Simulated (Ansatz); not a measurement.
Two G0W0 runs on AlGa2P3 (zincblende [001] superlattice).

The cell holds 12 atoms: 4 Ga, 6 P and 2 Al. Its edges and angles: a = 3.858 Å, b = 3.858 Å, c = 16.316 Å, α = 90.0°, β = 90.0°, γ = 90.0°. It derives from GaP. Regions: GaP, 8 atoms (4 Ga and 4 P); AlP, 4 atoms (2 Al and 2 P). The structure's axis is c.

```xyz
12
Lattice="3.8581 0.0000 0.0000 0.0000 3.8581 0.0000 0.0000 0.0000 16.3162" Properties=species:S:1:pos:R:3 pbc="T T T"
Ga    0.0000    0.0000    0.6948
P     1.9291    0.0000    2.0500
Ga    1.9291    1.9290    3.4042
P     0.0000    1.9290    4.7586
Ga    0.0000    0.0000    6.1131
P     1.9291    0.0000    7.4673
Ga    1.9291    1.9290    8.8225
P     0.0000    1.9290   10.1826
Al    0.0000    0.0000   11.5473
P     1.9291    0.0000   12.9168
Al    1.9291    1.9290   14.2862
P     0.0000    1.9290   15.6509
```

The structure was relaxed with PBEsol. The runs that relaxed it are not among those shown.

The first (Ansatz 0.2.0; start PBEsol, 4×4×2 mesh, 1013 empty bands, screening to 150 eV, PAW set soft_1 files; 1 × NVIDIA H100 80GB HBM3 (shared by 6 runs) with 3 threads of AMD EPYC 7R13 (Zen 3), shared host) gave, on its mesh: starting gap 1.36 eV, G0W0 gap 2.09 eV, RPA ε∞ (mean) 11.28, 95 s.

The second gave: starting gap 1.36 eV, G0W0 gap 1.87 eV, RPA ε∞ (mean) 11.33, 24 s.

What was changed in the input? Choose among start, files, mesh, bands and cutoff, frequency model or another key.

Changed: empty bands from 1013 to 256 and screening cutoff (eV) from 150.0 to 60. The starting gap stayed, which rules out the functional and points to the GW step. Other changes could give like numbers; this is the one that was made.

Limits: not at the basis limit; no spin-orbit coupling; coarse k mesh.

[Paths, hosts, dates, memory and timing lines, banners, echoed tables and standing remarks are left out of the program output.]

[Logs are printed without paths, hosts, clocks, repeated set-up lines and the standing remarks that a program may print on its own settings, such as how far it seeks lower states.]

[Runs of the session that timed out or met a known fault of the program may be left out.]

[Cells called generated may have been cut or substituted from an entry of the Crystallography Open Database or the Materials Project.]

[Hosts, paths, dates, database ids (printed as entryN), source tags and the programs' standing remarks are cut or masked in the printed files.]
